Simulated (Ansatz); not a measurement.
# ZrO (Cmmm) in Ansatz: convergence with smearing width

Aim: find how far smearing width must go before the results for ZrO settle, at r2SCAN. This setting moves, with any that are tied to it; all else stays.

Program: Ansatz 0.2.0. These are calculated values, not measurements. Logs are shortened: lines on timing, memory, paths and dates and some standing lists are left out, and cuts for length are marked.

## 1. The structure

Symmetry: Cmmm, No. 65, orthorhombic system. The conventional cell has a = 3.653 Å, b = 5.838 Å, c = 2.620 Å, α = 90.00°, β = 90.00°, γ = 90.00°. Zr (site symmetry mmm) is surrounded by 2 O at 1.83 Å. O (site symmetry mmm) has 2 Zr at 1.83 Å as nearest neighbours.

The cell was built by a generator and needn't be a form met in nature.

## 2. With smearing width 0.3 eV

Contents of input.yaml:

```yaml
crystal:
  lattice:
    - [1.82663986, -2.91884927, 0.0]
    - [1.82663986, 2.91884927, 0.0]
    - [0.0, 0.0, 2.61993837]
  atoms:
    - { symbol: Zr, position: [0.0, 0.0, 0.0] }
    - { symbol: O, position: [0.5, 0.5, 0.0] }
hamiltonian:
  xc: r2scan
  pseudopotentials: { kind: paw_fr }
magnetization:
  noncollinear: true
  spin_orbit: true
kpoints:
  mp_grid: { grid: [7, 7, 8] }
scf:
  occupations: { method: gaussian, width: 0.3 }
output:
  forces: true
  stress: true
  eigenvalues: true
```

Potentials or basis: Ansatz PAW.

Run with:

```console
> ansatz run input.yaml --threads 2 --pin off --max-ram 5632MiB --backend cpu --events-out ev --progress --plain --runs-dir out
```

Output:

```text
Warning: RAYON_NUM_THREADS=2 ignored (pool sized by the plan → 2); use --threads N
Engine: ansatz 0.2.0, aarch64-unknown-linux-gnu
Pseudopotentials: kind: paw_fr
Pseudopotential: Zr, paw_fr, valence charge 12, recommended cutoff 500 eV (meta_gga), Zr.paw.azcp#standard-fr
Pseudopotential: O, paw_fr, valence charge 6, recommended cutoff 500 eV (meta_gga), O.paw.azcp#standard-fr
Functional definition: r2SCAN
  parameter k0 = 0.174
  parameter k1 = 0.065
  parameter a1 = 4.9479
  exchange = r2scan_x(k0 = k0, k1 = k1, a1 = a1)
  correlation = r2scan_c
non-collinear run that drives no moment, with spin-orbit: no starting moment large enough to seed its density (crystal.atoms[].spin), no starting occupations that ask for one, no magnetisation constraint and no magnetic field, so the semilocal B_xc is pinned to zero
Crystal: 2 atoms, lattice volume = 27.937 Å³
Basis set: ecut = 500 eV, 717 PW (Γ), exchange–correlation on 108×108×80 points (64 copies of the dense FFT grid, shifted against one another)
Bands: 26, of which v1, the nominal top of the filled ones, is band 18 counted from 1 (17 counted from 0)
Symmetry: 8 space group operations + 8 with time reversal
Magnetic group: BNS 65.482 (UNI 580), of the structure as read, at distance tolerance 3.0e-5 Å
k-points: 80 of 392
Projection manifold: j_resolved (fully-relativistic pseudo-atomic orbitals)
Non-local potential: Zr, projectors of the file, l = 0: 3, l = 1: 4, l = 2: 4, l = 3: 4
Non-local potential: O, projectors of the file, l = 0: 2, l = 1: 4, l = 2: 2
PAW form: soft (Blöchl's): semilocal exchange-correlation on the pseudo side does not see the compensation charge
PAW frozen core: Zr, regenerated for the run's functional (the file was generated under x = pbe(κ = 0.804, μ = 0.2195149727645171), c = pbe(β = 0.06672455060314922))
PAW frozen core: O, regenerated for the run's functional (the file was generated under x = pbe(κ = 0.804, μ = 0.2195149727645171), c = pbe(β = 0.06672455060314922))
PAW one-centre angular grid: Zr, 590 points (default); XC on 224 Gauss nodes
PAW one-centre angular grid: O, 302 points (default); XC on 160 Gauss nodes
Initial density: superposition of atomic densities (chi_scale 0.1, normalization cell, long waves kept (reshape's long-wave potential 0.00 eV rms))
Initial wavefunctions: pseudopotential atomic-orbital guess
Functional: x = r2scan, c = r2scan; τ floored in thin density (d = 2e-4 eV/Å³)
SCF iter   1: F=—  HF=-4757.958114 eV  |F-HF|=—  |Δ(HF+E_count)|=         —  Δρ=8.34e-2  dr2=2.12e0  dr2_τ=5.72e-2  dr2_m=0.00e0 (ungated)  ethr=3.10e-3  |M|=0.00e0 ∫|m|=0.00e0 μB  |m|>n=0.0e0 m-floor=0.0e0 τ_xc=0.0e0  β_m=0.30  ⟨swp⟩=6.7  Hψ=5357  notcnv=0
preconditioner: auto → none  [metal: Δε(μ)=0.028 eV  Ē_g=10.684 eV  σ=0.300 eV  W_gap=0.05  n_scr=8 (ndim 8)  ℏωp=22.2 eV  f_vac=0.000  D(μ)=0.97/eV (n_scr^D=8)  sad-step TF]
SCF iter   2: F=—  HF=-4757.760843 eV  |F-HF|=—  |Δ(HF+E_count)|=   1.97e-1  Δρ=5.88e-2  dr2=1.08e0  dr2_τ=5.13e-3  dr2_m=0.00e0 (ungated)  ethr=3.10e-3  |M|=0.00e0 ∫|m|=0.00e0 μB  |m|>n=0.0e0 m-floor=0.0e0 τ_xc=0.0e0  β_m=0.64  ⟨swp⟩=1.9  Hψ=1444  notcnv=0  defer=90
SCF iter   3: F=—  HF=-4757.759661 eV  |F-HF|=—  |Δ(HF+E_count)|=   1.18e-3  Δρ=4.37e-2  dr2=4.85e-1  dr2_τ=1.56e-2  dr2_m=0.00e0 (ungated)  ethr=3.10e-3  |M|=0.00e0 ∫|m|=0.00e0 μB  |m|>n=0.0e0 m-floor=0.0e0 τ_xc=0.0e0  β_m=0.52  ⟨swp⟩=2.1  Hψ=1812  notcnv=0  defer=90
SCF iter   4: F=—  HF=-4757.647367 eV  |F-HF|=—  |Δ(HF+E_count)|=   1.12e-1  Δρ=6.20e-3  dr2=7.29e-3  dr2_τ=1.79e-4  dr2_m=0.00e0 (ungated)  ethr=2.70e-3  |M|=0.00e0 ∫|m|=0.00e0 μB  |m|>n=0.0e0 m-floor=0.0e0 τ_xc=0.0e0  β_m=0.69  ⟨swp⟩=2.1  Hψ=1663  notcnv=0  defer=178
SCF iter   5: F=—  HF=-4757.650566 eV  |F-HF|=—  |Δ(HF+E_count)|=   3.20e-3  Δρ=2.72e-3  dr2=1.68e-3  dr2_τ=6.84e-5  dr2_m=0.00e0 (ungated)  ethr=4.05e-5  |M|=0.00e0 ∫|m|=0.00e0 μB  |m|>n=0.0e0 m-floor=0.0e0 τ_xc=0.0e0  β_m=0.69  ⟨swp⟩=2.2  Hψ=1486  notcnv=0  defer=178
SCF iter   6: F=—  HF=-4757.650316 eV  |F-HF|=—  |Δ(HF+E_count)|=   2.50e-4  Δρ=7.02e-4  dr2=1.39e-4  dr2_τ=1.65e-6  dr2_m=0.00e0 (ungated)  ethr=9.33e-6  |M|=0.00e0 ∫|m|=0.00e0 μB  |m|>n=0.0e0 m-floor=0.0e0 τ_xc=0.0e0  β_m=0.85  ⟨swp⟩=2.3  Hψ=1287  notcnv=0  defer=178
SCF iter   7: F=—  HF=-4757.650296 eV  |F-HF|=—  |Δ(HF+E_count)|=   1.94e-5  Δρ=6.24e-5  dr2=6.82e-7  dr2_τ=2.45e-8  dr2_m=0.00e0 (ungated)  ethr=7.70e-7  |M|=0.00e0 ∫|m|=0.00e0 μB  |m|>n=0.0e0 m-floor=0.0e0 τ_xc=0.0e0  β_m=0.84  ⟨swp⟩=2.0  Hψ=1347  notcnv=0  defer=178
SCF iter   8: F=—  HF=-4757.650297 eV  |F-HF|=—  |Δ(HF+E_count)|=   9.70e-7  Δρ=1.52e-5  dr2=6.16e-8  dr2_τ=9.96e-10  dr2_m=0.00e0 (ungated)  ethr=5.56e-10  |M|=0.00e0 ∫|m|=0.00e0 μB  |m|>n=0.0e0 m-floor=0.0e0 τ_xc=0.0e0  β_m=0.91  ⟨swp⟩=9.6  Hψ=5395  notcnv=0
SCF iter   9: F=-4757.650297 eV  HF=-4757.650297 eV  |F-HF|=1.05e-10  |Δ(HF+E_count)|=   4.86e-9  Δρ=1.72e-6  dr2=5.40e-10  dr2_τ=1.75e-11  dr2_m=0.00e0 (ungated)  ethr=3.42e-10  |M|=0.00e0 ∫|m|=0.00e0 μB  |m|>n=0.0e0 m-floor=0.0e0 τ_xc=0.0e0  ⟨swp⟩=2.1  Hψ=3394  notcnv=0
SCF 1 converged in 9 iterations: F = -4757.650297 eV  dr2 = 5.40e-10
SCF converged after 9 iterations
Magnetization: |M| = 0.0000 μB,  M = (+0.0000, +0.0000, +0.0000) μB
Absolute magnetization: 0.0000 μB (∫|m|)
  site 0: m = (+0.0000, +0.0000, +0.0000) μB, |m| = 0.0000 μB  (R = 0.75 Å)
  site 1: m = (+0.0000, +0.0000, +0.0000) μB, |m| = 0.0000 μB  (R = 0.75 Å)
Free energy (F): -4757.650297 eV
Harris-Foulkes:  -4757.650297 eV  (|F-HF|=1.05e-10)
Internal energy: -4757.607792 eV  (E = F + TS)
E sigma→0 (E₀):  -4757.629045 eV
Entropy (-TS):   -0.042505 eV (-21.253 meV/atom)
Fermi energy:    14.379968 eV
--- Per-component energies (eV) ---
  E_band       = -88.749905
  E_kinetic    = 526.810526
  E_local      = -1014.440870  (includes V_loc(G=0)·N_el)
  E_nonlocal   = 128.283216
  E_hartree    = 346.525304
  E_xc         = -232.889319
  E_vxc        = -322.566533  (∫ρ·V_xc dr)
  E_paw        = -3127.401785  (= ΣΔE_a)
  E_vpaw       = -119.563098  (= ΣTr[D̂ρ^β])
  E_aug_tail   = 0.001012  (compensation charges beyond the density's cutoff)
  E_vtau       = 19.675375  (kinetic-family band-sum trace: ∫τ·v_τ [+ j·A + Jᵃ·Aᵃ] dr)
  E_ewald      = -1384.298883
  E_core_change = -0.196994  (= ΣΔE_core)
  E_smearing   = -0.042505  (= −TS)
  E_closure    = 0.000000  (closes the sum)
  Σ components = -4757.650297   (vs F -4757.650297, Δ=0.00e0)
--- Forces (eV/Å), atoms counted from 1 ---
  atom   1  Zr    -0.00000000    -0.00000000     0.00000000
  atom   2  O      0.00000000     0.00000000     0.00000000
  max |Σ_I F_I| component: 6.31e-30 eV/Å
--- Stress (GPa, compression-positive) ---
      145.261163       0.000000      -0.000000
        0.000000      -2.396702       0.000000
       -0.000000       0.000000      45.711126
  P = ⅓ Tr σ = 62.8585 GPa (628.585 kbar)
--- Band table (eV; the first three rows and the last of 80) ---
  k-point 0: bands = ["-36.1964", "-36.1964", "-14.8183", "-14.8183", "-13.2452", "-13.2452", "-11.8156", "-11.8156", "-7.5005", "-7.5005", "9.0046", "9.0046", "10.5934", "10.5934", "11.2021", "11.2021", "11.8785", "11.8785", "12.9404", "12.9404", "13.8142", "13.8142", "19.8712", "19.8712", "20.2890", "20.2890"]
  k-point 1: bands = ["-36.1335", "-36.1335", "-14.8119", "-14.8119", "-13.2171", "-13.2171", "-12.2179", "-12.2179", "-7.4087", "-7.4087", "9.0906", "9.0906", "10.1260", "10.1260", "11.9020", "11.9020", "11.9733", "11.9733", "13.5720", "13.5720", "14.0166", "14.0166", "18.5548", "18.5548", "18.8573", "18.8573"]
  k-point 2: bands = ["-35.9780", "-35.9780", "-14.8725", "-14.8725", "-13.3401", "-13.3401", "-12.8282", "-12.8282", "-7.1784", "-7.1784", "9.0686", "9.0686", "9.3080", "9.3080", "11.9799", "11.9799", "13.2040", "13.2040", "14.5570", "14.5570", "15.9560", "15.9560", "16.4046", "16.4046", "16.6349", "16.6349"]
  k-point 79: bands = ["-35.7068", "-35.7068", "-15.3694", "-15.3694", "-13.8891", "-13.8891", "-13.1032", "-13.1032", "-6.8342", "-6.8342", "8.0482", "8.0482", "9.0693", "9.0693", "11.1743", "11.1743", "12.0841", "12.0841", "13.4060", "13.4060", "18.3757", "18.3757", "19.7700", "19.7700", "24.4993", "24.4993"]
```

It took 9.8 s on 2 threads of Arm Neoverse V2, shared host; peak memory 0.54 GiB.

Results:

* Free energy: -4757.6503 eV
* Pressure: 62.9 GPa
* Band gap on the k mesh: none (metal or under the smearing width)

## 3. With smearing width 0.2 eV

input.yaml: that of step 2 with these lines changed.

```diff
@@ -17,3 +17,3 @@
 scf:
-  occupations: { method: gaussian, width: 0.3 }
+  occupations: { method: gaussian, width: 0.2 }
 output:
```

Potentials or basis: Ansatz PAW.

Run with:

```console
> ansatz run input.yaml --threads 2 --pin off --max-ram 5632MiB --backend cpu --events-out ev --progress --plain --runs-dir out
```

Run time: 9.8 s. Hardware: 2 threads of Arm Neoverse V2, shared host; peak memory 0.54 GiB.

Results:

```
Free energy            : -4757.6385 eV
Pressure               : 62.8 GPa
Band gap on the k mesh : none (metal or under the smearing width)
```

## 4. With smearing width 0.15 eV

input.yaml: that of step 3 with these lines changed.

```diff
@@ -17,3 +17,3 @@
 scf:
-  occupations: { method: gaussian, width: 0.2 }
+  occupations: { method: gaussian, width: 0.15 }
 output:
```

Run with:

```console
> ansatz run input.yaml --threads 2 --pin off --max-ram 5632MiB --backend cpu --events-out ev --progress --plain --runs-dir out
```

Wall time 10 s (2 threads of Arm Neoverse V2, shared host); peak memory 0.54 GiB.

Results:

```
Free energy            : -4757.6345 eV
Pressure               : 62.7 GPa
Band gap on the k mesh : none (metal or under the smearing width)
```

## 5. With smearing width 0.1 eV

input.yaml: that of step 4 with these lines changed.

```diff
@@ -17,3 +17,3 @@
 scf:
-  occupations: { method: gaussian, width: 0.15 }
+  occupations: { method: gaussian, width: 0.1 }
 output:
```

Run with:

```console
> ansatz run input.yaml --threads 2 --pin off --max-ram 5632MiB --backend cpu --events-out ev --progress --plain --runs-dir out
```

It took 10 s on 2 threads of Arm Neoverse V2, shared host; peak memory 0.54 GiB.

Results:

```yaml
Free_energy: -4757.6318 eV
Pressure: 62.7 GPa
Band_gap_on_the_k_mesh: none (metal or under the smearing width)
```

## 6. With smearing width 0.05 eV

input.yaml: that of step 5 with these lines changed.

```diff
@@ -17,3 +17,3 @@
 scf:
-  occupations: { method: gaussian, width: 0.1 }
+  occupations: { method: gaussian, width: 0.05 }
 output:
```

Potentials or basis: Ansatz PAW.

Run with:

```console
> ansatz run input.yaml --threads 2 --pin off --max-ram 5632MiB --backend cpu --events-out ev --progress --plain --runs-dir out
```

It took 10 s on 2 threads of Arm Neoverse V2, shared host; peak memory 0.54 GiB.

The run converged. Its results:

| Quantity | Value |
| --- | --- |
| Free energy | -4757.6301 eV |
| Pressure | 62.6 GPa |
| Band gap on the k mesh | none (metal or under the smearing width) |

## 7. With smearing width 0.025 eV

input.yaml: that of step 6 with these lines changed.

```diff
@@ -17,3 +17,3 @@
 scf:
-  occupations: { method: gaussian, width: 0.05 }
+  occupations: { method: gaussian, width: 0.025 }
 output:
```

Run with:

```console
> ansatz run input.yaml --threads 2 --pin off --max-ram 5632MiB --backend cpu --events-out ev --progress --plain --runs-dir out
```

Run time: 9.3 s. Hardware: 2 threads of Arm Neoverse V2, shared host; peak memory 0.54 GiB.

It converged, with:

* Free energy: -4757.6297 eV
* Pressure: 62.5 GPa
* Band gap on the k mesh: none (metal or under the smearing width)

## 8. With smearing width 0.01 eV

input.yaml: that of step 7 with these lines changed.

```diff
@@ -17,3 +17,3 @@
 scf:
-  occupations: { method: gaussian, width: 0.025 }
+  occupations: { method: gaussian, width: 0.01 }
 output:
```

Run with:

```console
> ansatz run input.yaml --threads 2 --pin off --max-ram 5632MiB --backend cpu --events-out ev --progress --plain --runs-dir out
```

It took 9.4 s on 2 threads of Arm Neoverse V2, shared host; peak memory 0.54 GiB.

The run converged. Its results:

| Quantity | Value |
| --- | --- |
| Free energy | -4757.6296 eV |
| Pressure | 62.5 GPa |

## 9. With smearing width 0.005 eV

input.yaml: that of step 8 with these lines changed.

```diff
@@ -17,3 +17,3 @@
 scf:
-  occupations: { method: gaussian, width: 0.01 }
+  occupations: { method: gaussian, width: 0.005 }
 output:
```

Potentials or basis: Ansatz PAW.

Run with:

```console
> ansatz run input.yaml --threads 2 --pin off --max-ram 5632MiB --backend cpu --events-out ev --progress --plain --runs-dir out
```

Run time: 9.4 s. Hardware: 2 threads of Arm Neoverse V2, shared host; peak memory 0.54 GiB.

Results (log left out):

```yaml
Free_energy: -4757.6296 eV
Pressure: 62.5 GPa
```

## 10. Result

```csv
smearing width,"energy less the tightest run, at zero smearing (meV/atom)",pressure (GPa),SCF cycles,CPU time (s),peak memory (GiB)
0.3 eV,0.27,62.86,9,19,0.54
0.2 eV,0.22,62.76,9,19,0.54
0.15 eV,0.07,62.71,9,19,0.54
0.1 eV,-0.04,62.65,9,19,0.54
0.05 eV,0.03,62.60,9,20,0.54
0.025 eV,0.03,62.55,9,18,0.54
0.01 eV,0.00,62.51,9,18,0.54
0.005 eV,0.00,62.50,9,18,0.54
```

Against the tightest run, the energy stays within 1 meV/atom from 0.3 eV on; the pressure stays within 0.1 GPa from 0.05 eV on. Narrower smearing needs a denser k mesh, so at a fixed mesh the narrowest width isn't the most accurate. The tightest run that finished is the yardstick and may itself not be fully converged.

Caveats: a pressure of tens of GPa on the cell as given is suspect, and the run, the potentials or the cell itself is likely at fault; the PAW data sets come from PBE, with cores solved anew for the run's functional, which leaves a small shift of forces and pressure.
